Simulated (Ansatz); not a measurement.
# 1T-MnO2 monolayer in a perpendicular field

Aim: how the 1T-MnO2 monolayer screens a field along its normal, and what the field does to its bands. A positive field points along +c.

Calculated with Ansatz 0.2.0; plane-wave DFT, PBE-D3(BJ), Ansatz PAW.

### Step 1. The structure

The cell holds 3 atoms: 2 O and 1 Mn. Its edges and angles: a = 2.784 Å, b = 2.784 Å, c = 35.241 Å, α = 90.0°, β = 90.0°, γ = 120.0°. Vacuum lies along c.

### Step 2. Relaxation

The starting cell is a guess, so the in-plane lattice and the atoms are relaxed first, with the slab cut off from its images along the normal.

The input, input.yaml:

```yaml
crystal:
  lattice:
    - [2.783753, 0.0, 0.0]
    - [-1.3918765, 2.4108008159, 0.0]
    - [0.0, 0.0, 35.2407170856]
  atoms:
    - { symbol: O, position: [0.6666666667, 0.3333333333, 0.4696272201] }
    - { symbol: Mn, position: [0.0, 0.0, 0.5], spin: 4.0 }
    - { symbol: O, position: [0.3333333333, 0.6666666667, 0.5303727799] }
  periodic: [true, true, false]
magnetization:
  spin_polarized: true
kpoints:
  mp_grid: { grid: [12, 12, 1] }
hamiltonian:
  xc: pbe
  dispersion: d3bj
scf:
  occupations: { method: fermi_dirac, width: 0.05 }
  convergence: { dr2_threshold: 1.0e-09 }
relax:
  f_tol: 0.004
  max_steps: 90
  cell: {}
output:
  write_potential: true
  write_density: true
  volumetric_format: npy
```

Started as:

```
> ansatz run input.yaml --threads 2 --pin off --max-ram 3072MiB --backend cpu --events-out ev --progress --plain --runs-dir out
```

Numbers of over 12 decimals in the logs are rounded to 6 here.

What it wrote:

```text
Warning: relax.cell: scf.convergence.dr2_threshold = 1e-9 eV is looser than the 2.03531942183e-10 eV advised for a relaxation that steers and ends on the stress (1e-10 eV for each atom of the cell: 3, times the square of relax.cell.stress_2d_tol = 0.05 N/m over 12.1 Å (the atoms' height at the walk's start and 5 Å past either face), 4.118e-2 GPa, over a crystal's default 0.05). What an SCF threshold leaves in a stress goes as its square root, and in the free energy as the threshold itself, and one threshold admits the most on a small cell: [figures from the program's tests cut] Set scf.convergence.dr2_threshold to 2.03531942183e-10 eV or tighter. [rest of the remark cut]
Engine: ansatz 0.2.0, x86_64-unknown-linux-gnu
Pseudopotentials: kind: paw
Pseudopotential: O, paw, valence charge 6, recommended cutoff 420 eV (normal), O.paw.azcp
Pseudopotential: Mn, paw, valence charge 15, recommended cutoff 420 eV (normal), Mn.paw.azcp
Functional definition: PBE
  parameter kappa = 0.804
  parameter beta = 0.066725
  exchange = pbe_x(kappa = kappa, mu = beta*pi^2/3)
  correlation = pbe_c(beta = beta)
Crystal: 3 atoms, lattice volume = 236.503 Å³
Basis set: ecut = 420 eV, 4689 PW (Γ), exchange–correlation on 40×40×480 points (8 copies of the dense FFT grid, shifted against one another)
Bands: 20, of which v1, the nominal top of the filled ones, is band 14 counted from 1 (13 counted from 0)
Symmetry: 12 space group operations
Space group: P-3m1 (ITA 164), of the structure as read, at distance tolerance 6.2e-5 Å
Magnetic group: BNS 164.85 (UNI 1315), of the structure as read, at distance tolerance 6.2e-5 Å
k-points: 19 of 144
Non-local potential: O, projectors of the file, l = 0: 2, l = 1: 2, l = 2: 1
Non-local potential: Mn, projectors of the file, l = 0: 3, l = 1: 2, l = 2: 3, l = 3: 1
PAW form: soft (Blöchl's): semilocal exchange-correlation on the pseudo side does not see the compensation charge
PAW one-centre angular grid: O, 110 points (default); XC on 64 Gauss nodes
PAW one-centre angular grid: Mn, 590 points (default); XC on 64 Gauss nodes
Initial density: superposition of atomic densities (neutral atoms: chi_scale 0, normalization atom)
Starting moments: Σ|m| = 4 μB on 1 of 3 sites
Initial wavefunctions: pseudopotential atomic-orbital guess
Functional: x = pbe(κ = 0.804, μ = 0.219515), c = pbe(β = 0.066725)
SCF iter   1: F=—  HF=-5036.960836 eV  |F-HF|=—  |Δ(HF+E_count)|=         —  Δρ=5.19e-2 (↑5.19e-2 ↓3.31e-2)  dr2=1.42e1  dr2_m=7.90e-1  M=3.000 μB ∫|m|=3.249 μB  β_m=0.30  ethr=3.10e-3  ⟨swp⟩=13.3  Hψ=6484  notcnv=0
Mixer restart at iter 1: flushing history
preconditioner: auto → Resta (q_TF=auto, 1.900 Å⁻¹)  ε∞=1.5  [insulator: Δε(μ)=1.998 eV  Ē_g=14.361 eV  σ=0.050 eV  W_gap=1.00  n_scr=20 (ndim 8)  ℏωp=10.5 eV  f_vac=0.842  D(μ)=0.00/eV (n_scr^D=0)  ε∞_Penn≈1.5  vacuum switching on, ρ_ref=1.5e-2 e/Å³]
spin=Collinear: Resta preconditioning applied to the charge; magnetization (m = ρ↑ − ρ↓) channel mixes plain (no charge-response kernel on spin).
SCF iter   2: F=—  HF=-5032.827248 eV  |F-HF|=—  |Δ(HF+E_count)|=    4.13e0  Δρ=1.44e-2 (↑1.42e-2 ↓1.44e-2)  dr2=7.47e-1  dr2_m=1.45e-1  M=3.000 μB ∫|m|=3.396 μB  β_m=0.29  ethr=3.10e-3  ⟨swp⟩=5.6  Hψ=2699  notcnv=0  defer=61
SCF iter   3: F=—  HF=-5033.238368 eV  |F-HF|=—  |Δ(HF+E_count)|=   4.11e-1  Δρ=9.90e-3 (↑9.90e-3 ↓9.42e-3)  dr2=1.55e-1  dr2_m=1.19e-1  M=3.000 μB ∫|m|=3.305 μB  β_m=0.59  ethr=2.77e-3  ⟨swp⟩=3.7  Hψ=1864  notcnv=0  defer=61
SCF iter   4: F=—  HF=-5033.752971 eV  |F-HF|=—  |Δ(HF+E_count)|=         —  Δρ=6.90e-3 (↑2.94e-3 ↓6.90e-3)  dr2=5.75e-2  dr2_m=5.02e-2  M=3.000 μB ∫|m|=3.062 μB  β_m=0.59  ethr=5.72e-4  ⟨swp⟩=4.9  Hψ=2250  notcnv=0  defer=62
SCF iter   5: F=—  HF=-5033.784875 eV  |F-HF|=—  |Δ(HF+E_count)|=   3.19e-2  Δρ=3.20e-3 (↑3.20e-3 ↓2.74e-3)  dr2=1.54e-3  dr2_m=1.82e-2  M=3.000 μB ∫|m|=3.034 μB  β_m=0.79  ethr=2.13e-4  ⟨swp⟩=4.2  Hψ=1819  notcnv=0  defer=64
SCF iter   6: F=—  HF=-5033.787391 eV  |F-HF|=—  |Δ(HF+E_count)|=   2.52e-3  Δρ=9.49e-4 (↑9.49e-4 ↓7.18e-4)  dr2=9.27e-5  dr2_m=1.50e-3  M=3.000 μB ∫|m|=3.027 μB  β_m=0.90  ethr=5.69e-6  ⟨swp⟩=3.6  Hψ=2043  notcnv=0  defer=65
SCF iter   7: F=—  HF=-5033.787626 eV  |F-HF|=—  |Δ(HF+E_count)|=   2.34e-4  Δρ=2.42e-4 (↑1.16e-4 ↓2.42e-4)  dr2=2.88e-4  dr2_m=1.46e-5  M=3.000 μB ∫|m|=3.026 μB  β_m=0.81  ethr=3.43e-7  ⟨swp⟩=4.1  Hψ=1849  notcnv=0  defer=66
SCF iter   8: F=—  HF=-5033.787607 eV  |F-HF|=—  |Δ(HF+E_count)|=   1.85e-5  Δρ=4.12e-5 (↑4.12e-5 ↓3.42e-5)  dr2=1.25e-5  dr2_m=9.25e-8  M=3.000 μB ∫|m|=3.026 μB  β_m=0.77  ethr=3.43e-7  ⟨swp⟩=2.7  Hψ=1229  notcnv=0  defer=66
SCF iter   9: F=—  HF=-5033.787604 eV  |F-HF|=—  |Δ(HF+E_count)|=   3.42e-6  Δρ=1.05e-5 (↑4.64e-6 ↓1.05e-5)  dr2=2.96e-7  dr2_m=5.83e-8  M=3.000 μB ∫|m|=3.026 μB  β_m=0.80  ethr=4.62e-8  ⟨swp⟩=3.6  Hψ=1686  notcnv=0  defer=66
SCF iter  10: F=—  HF=-5033.787604 eV  |F-HF|=—  |Δ(HF+E_count)|=   1.43e-8  Δρ=1.01e-6 (↑1.01e-6 ↓9.05e-7)  dr2=3.78e-9  dr2_m=5.52e-10  M=3.000 μB ∫|m|=3.026 μB  β_m=0.88  ethr=1.10e-9  ⟨swp⟩=3.8  Hψ=1613  notcnv=0  defer=66
SCF iter  11: F=—  HF=-5033.787604 eV  |F-HF|=—  |Δ(HF+E_count)|=  8.80e-10  Δρ=2.68e-7 (↑2.68e-7 ↓1.54e-7)  dr2=4.67e-10  dr2_m=3.45e-11  M=3.000 μB ∫|m|=3.026 μB  β_m=0.90  ethr=1.40e-11  ⟨swp⟩=3.3  Hψ=1542  notcnv=0  defer=66
SCF iter  12: F=-5033.787604 eV  HF=-5033.787604 eV  |F-HF|=1.55e-11  |Δ(HF+E_count)|=  1.75e-10  Δρ=7.36e-8 (↑3.39e-8 ↓7.36e-8)  dr2=1.25e-11  dr2_m=4.35e-12  M=3.000 μB ∫|m|=3.026 μB  ethr=1.73e-12  ⟨swp⟩=8.1  Hψ=5191  notcnv=0
SCF 1 converged in 12 iterations: F = -5033.787604 eV  dr2 = 1.25e-11
  greatest PAW one-centre occupation: 1.000 electrons in one spin orbital (limit 2), on the Mn atom at site 1 (counted from 0), in its partial waves of l = 0
relax step   1: F+E_penalty+E_count = -5033.78760397 eV  Δ(F+E_penalty+E_count) = +0.000e0 eV  max|allowed force component| = 1.444e0 eV/Å  Δτ_max = 0.0000 Å  P = +1.957 N/m  Ω = 236.503 Å³  fix = [c, alpha, beta]  reactions: c +0.000 N/m  (12 SCF iters, accepted)
Crystal: 3 atoms, lattice volume = 247.955 Å³
Basis set: ecut = 420 eV, 4881 PW (Γ), exchange–correlation on 40×40×480 points (8 copies of the dense FFT grid, shifted against one another)
Initial density: handed on by an earlier stage of this run
Starting moments: Σ|m| = 4 μB on 1 of 3 sites; this step starts from the density that it was given
Initial wavefunctions: those handed on with the density
iter 1 solved again at ethr=1.22e-4 eV; its pass at ethr=3.10e-3 eV (dr2=3.31e-2 eV) is discarded
[...]
relax step   6: F+E_penalty+E_count = -5033.97046640 eV  Δ(F+E_penalty+E_count) = -1.245e-2 eV  max|allowed force component| = 1.336e-3 eV/Å  Δτ_max = 0.0000 Å  P = +0.353 N/m  Ω = 249.965 Å³  fix = [c, alpha, beta]  reactions: c +0.000 N/m  stress off target by 3.53e-1 N/m on what of the cell is left free  SCF on the basis re-selected at this cell (its energy is not comparable with the rows above)  (9 SCF iters)
[...]
relax step   7: F+E_penalty+E_count = -5033.97021042 eV  Δ(F+E_penalty+E_count) = +2.560e-4 eV  max|allowed force component| = 6.008e-5 eV/Å  Δτ_max = 0.0021 Å  P = +0.025 N/m  Ω = 250.833 Å³  energy of the carried Pulay correction = -5.426e-4 eV  fix = [c, alpha, beta]  reactions: c +0.000 N/m  (9 SCF iters, accepted)
iter 1 solved again at ethr=9.03e-8 eV; its pass at ethr=3.10e-3 eV (dr2=2.44e-5 eV) is discarded
SCF iter   1: F=—  HF=-5033.970420 eV  |F-HF|=—  |Δ(HF+E_count)|=         —  Δρ=1.49e-5 (↑1.49e-5 ↓1.43e-5)  dr2=1.08e-7  dr2_m=4.54e-9  M=3.000 μB ∫|m|=3.041 μB  β_m=0.65  ethr=9.03e-8  ⟨swp⟩=6.5  Hψ=9700  notcnv=0
preconditioner: auto → Resta (q_TF=auto, 1.882 Å⁻¹)  ε∞=1.7  [insulator: Δε(μ)=1.094 eV  Ē_g=12.499 eV  σ=0.050 eV  W_gap=1.00  n_scr=20 (ndim 8)  ℏωp=10.2 eV  f_vac=0.858  D(μ)=0.00/eV (n_scr^D=0)  ε∞_Penn≈1.7  vacuum switching on, ρ_ref=1.1e-2 e/Å³]
spin=Collinear: Resta preconditioning applied to the charge; magnetization (m = ρ↑ − ρ↓) channel mixes plain (no charge-response kernel on spin).
SCF iter   2: F=—  HF=-5033.970772 eV  |F-HF|=—  |Δ(HF+E_count)|=   3.52e-4  Δρ=5.29e-6 (↑5.29e-6 ↓5.07e-6)  dr2=3.10e-8  dr2_m=7.50e-10  M=3.000 μB ∫|m|=3.041 μB  β_m=0.52  ethr=4.01e-10  ⟨swp⟩=4.1  Hψ=2029  notcnv=0
SCF iter   3: F=—  HF=-5033.970825 eV  |F-HF|=—  |Δ(HF+E_count)|=   5.30e-5  Δρ=2.62e-6 (↑2.62e-6 ↓2.50e-6)  dr2=3.45e-9  dr2_m=1.67e-10  M=3.000 μB ∫|m|=3.041 μB  β_m=0.56  ethr=1.15e-10  ⟨swp⟩=3.4  Hψ=1482  notcnv=0
SCF iter   4: F=—  HF=-5033.970862 eV  |F-HF|=—  |Δ(HF+E_count)|=   3.74e-5  Δρ=2.51e-7 (↑2.51e-7 ↓1.92e-7)  dr2=1.18e-10  dr2_m=1.13e-11  M=3.000 μB ∫|m|=3.041 μB  β_m=0.53  ethr=1.28e-11  ⟨swp⟩=4.1  Hψ=1798  notcnv=0  defer=1
iter 5 met the thresholds in force, and the SCF goes on: an eigenvalue changes by 5.91 meV, over its tolerance of 0.05 meV (output.eigenvalues, Limitations)
SCF iter   5: F=-5033.970863 eV  HF=-5033.970863 eV  |F-HF|=2.35e-8  |Δ(HF+E_count)|=   9.24e-7  Δρ=9.42e-8 (↑6.93e-8 ↓9.42e-8)  dr2=7.18e-11  dr2_m=1.36e-12  M=3.000 μB ∫|m|=3.041 μB  β_m=0.77  ethr=1.00e-12  ⟨swp⟩=17.4  Hψ=6374  notcnv=0
iter 6 met the thresholds in force, and the SCF goes on: an eigenvalue changes by 0.12 meV, over its tolerance of 0.05 meV (output.eigenvalues, Limitations)
SCF iter   6: F=-5033.970863 eV  HF=-5033.970863 eV  |F-HF|=5.75e-10  |Δ(HF+E_count)|=   2.31e-8  Δρ=1.67e-8 (↑1.67e-8 ↓8.72e-9)  dr2=1.16e-12  dr2_m=5.76e-14  M=3.000 μB ∫|m|=3.041 μB  β_m=1.00  ethr=1.00e-12  ⟨swp⟩=9.4  Hψ=4684  notcnv=0
Mixer restart at iter 6: flushing history
SCF iter   7: F=-5033.970863 eV  HF=-5033.970863 eV  |F-HF|=7.91e-11  |Δ(HF+E_count)|=  4.44e-10  Δρ=6.37e-8 (↑6.37e-8 ↓6.25e-8)  dr2=3.89e-11  dr2_m=8.73e-14  M=3.000 μB ∫|m|=3.041 μB  ethr=1.00e-12  ⟨swp⟩=8.9  Hψ=4656  notcnv=0
SCF 8 converged in 7 iterations: F = -5033.970863 eV  dr2 = 3.89e-11
relax step   8: F+E_penalty+E_count = -5033.97086334 eV  Δ(F+E_penalty+E_count) = -6.529e-4 eV  max|allowed force component| = 1.330e-4 eV/Å  Δτ_max = 0.0000 Å  P = +0.032 N/m  Ω = 250.833 Å³  fix = [c, alpha, beta]  reactions: c +0.000 N/m  stress off target by 3.15e-2 N/m on what of the cell is left free  SCF on the basis re-selected at this cell (its energy is not comparable with the rows above)  (7 SCF iters)
basis re-selected at this cell: Δ(F+E_penalty+E_count) = -6.529e-4 eV, ΔP = +0.006 N/m vs the last step (what re-selecting the basis moved, of the pressure what is left beyond the Pulay correction that the steps carried, after the strain that the cell walked since its last selection, with what the two solves' SCF thresholds leave and, on support functions, any second-order correction that the steps lacked; it is no m [...]
WARN: The output density's exchange-correlation potential varies sharply where the density is thin. Do not read a vacuum level from v_tot or v_xc, or from such a field of the output density. On a cell that repeats whose density bears no net charge and no dipole along the vacuum's axis use v_es (v_loc + v_h of the components); under efield.dipole_correction with no amplitude use v_es + v_field, which holds any externa [...]
SCF converged after 7 iterations
an eigenvalue changed by more than its tolerance at an iteration that met the thresholds in force, so the SCF went on 2 times, its first undamped step at iteration 6: the last check found none over its tolerance
Magnetization: 3.0000 μB (15.0000 up, 12.0000 down)
Absolute magnetization: 3.0421 μB (∫|ρ↑−ρ↓|, with the PAW one-centre terms)
Spin contamination: 0.0350 ħ² per cell (⟨S²⟩ above its minimum at these occupations)
Per-site moments (μB) at R_I (Å): [(0.046180, 0.789001), (2.507157, 0.789001), (0.046180, 0.789001)]
Free energy (F): -5033.970863 eV
Harris-Foulkes:  -5033.970863 eV  (|F-HF|=7.91e-11)
Internal energy: -5033.970862 eV  (E = F + TS)
E sigma→0 (E₀):  -5033.970863 eV
Entropy (-TS):   -0.000001 eV (-0.000 meV/atom)
Fermi energy:    -7.126467 eV
--- Per-component energies (eV) ---
  E_band       = -777.512118
  E_kinetic    = 648.281011
  E_local      = -76016.432363  (includes V_loc(G=0)·N_el)
  E_nonlocal   = 333.673469
  E_hartree    = 37474.772131
  E_xc         = -260.340882
  E_vxc        = -332.594505  (∫ρ·V_xc dr)
  E_paw        = -1610.757666  (= ΣΔE_a)
  E_vpaw       = -359.989284  (= ΣTr[D̂ρ^β])
  E_aug_tail   = 0.004810  (compensation charges beyond the density's cutoff)
  E_ewald      = 34397.094005
  E_disp       = -0.265378  (pairwise vdW)
  E_smearing   = -0.000001  (= −TS)
  E_closure    = -0.000000  (closes the sum)
  Σ components = -5033.970863   (vs F -5033.970863, Δ=0.00e0)
--- Forces (eV/Å), atoms counted from 1 ---
  atom   1  O      0.00000000     0.00000000    -0.00013298
  atom   2  Mn     0.00000000     0.00000000     0.00000000
  atom   3  O      0.00000000    -0.00000000     0.00013298
  max |Σ_I F_I| component: 1.85e-17 eV/Å
--- 2D stress c σ (N/m, compression-positive) ---
        0.031535       0.000000      -0.000000
        0.000000       0.031535      -0.000000
       -0.000000      -0.000000       0.000000
  P = ½ c Tr σ = 0.0315 N/m
--- Band table (eV; the first three rows and the last of 38) ---
  k-point 0 ↑: bands = [... 10 lower, -9.8877, -9.3107, -8.9037, -8.9037, -7.7626, -4.6334, -4.6334, -0.9177, ... 2 higher]
  k-point 1 ↑: bands = [... 10 lower, -10.1235, -9.1523, -8.9449, -8.7145, -7.7221, -4.8655, -4.6855, -0.6918, ... 2 higher]
  k-point 2 ↑: bands = [... 10 lower, -10.5213, -9.0879, -8.7370, -8.4692, -7.7376, -5.3774, -4.7970, -0.0826, ... 2 higher]
  k-point 18 ↓: bands = [... 10 lower, -10.2588, -10.2231, -6.2623, -5.4686, -5.4686, -3.9885, -3.9885, 6.1054, ... 2 higher]
  the weakly bound empty levels are not read free of the cell's end (no_gap_told)
--- Relaxed structure (6 steps of the walk, 6 accepted, 2 SCFs on fresh bases) ---
  F+E_penalty+E_count = -5033.97086334 eV   max|allowed force component| = 1.330e-4 eV/Å   (the final SCF, on the basis selected at the relaxed cell)
  cell:  # Å, volume = 250.8329 Å³
    - [2.866847, 0.0, 0]
    - [-1.433424, 2.482763, 0]
    - [0, 0, 35.2407170856]
  atoms:
    - { symbol: O, position: [0.666667, 0.333333, 0.472798] }
    - { symbol: Mn, position: [0, 0, 0.5] }
    - { symbol: O, position: [0.333333, 0.666667, 0.527202] }
```

The job ended after 45 s (2 threads of Intel Xeon Platinum 8375C at 2.90GHz (Ice Lake), shared host; peak memory 0.66 GiB; 85 s of CPU time).

The steps of the relaxation:

```
step  energy less that of the first step (eV)  largest force component (eV/Å)  volume (Å³)
   1                                   0.0000                          1.4440       236.50
   2                                  -0.1595                          0.4499       247.95
   3                                  -0.1695                          0.0045       247.26
   4                                  -0.1705                          0.0057       249.75
   5                                  -0.1704                          0.0000       249.97
  6*                                  -0.1829                          0.0013       249.97
   7                                  -0.1826                          0.0001       250.83
  8*                                  -0.1833                          0.0001       250.83
```

Relaxation steps marked * repeat the geometry before them on a plane-wave basis chosen anew for their cell, so energy and pressure can jump there.

Forces are held to the 12 operations that the run works with; a distortion that breaks them can't arise in this run.

```
cell as run  before  after  change
      a (Å)   2.784  2.867  +3.0 %
      b (Å)   2.784  2.867  +3.0 %
```

The atoms that moved most (Å, along periodic axes as changes of fractional coordinates times the final cell, across vacuum about the mean position):

```
atom     dx     dy      dz  length
  O1  0.000  0.000   0.112   0.112
  O3  0.000  0.000  -0.112   0.112
```

Final coordinates:

```xyz
3
Lattice="2.8668 0.0000 0.0000 -1.4334 2.4828 0.0000 0.0000 0.0000 35.2407" Properties=species:S:1:pos:R:3
O     1.4334    0.8276   16.6618
Mn    0.0000    0.0000   17.6204
O     0.0000    1.6552   18.5790
```

Numbers from this step:

```
total moment : 3.000 μB
site moments : 0.04618, 2.507, 0.04618 μB
```

Site moment by atom:

```
atom  site moment (μB)
  O1              0.05
 Mn2              2.51
  O3              0.05
```

The lattice constant a goes from 2.784 to 2.867 Å.

(Part 1 of 2 ends here.)

[Logs are printed without paths, hosts, clocks, repeated set-up lines and the standing remarks that a program may print on its own settings, such as how far it seeks lower states.]

[Hosts, paths, dates, database ids (printed as entryN), source tags and the programs' standing remarks are cut or masked in the printed files.]

[Maps of the electrostatic potential energy from Ansatz leave out the sawtooth potential of an applied field or a dipole correction, so their vacuum need not be flat; planar profiles and work functions include it.]
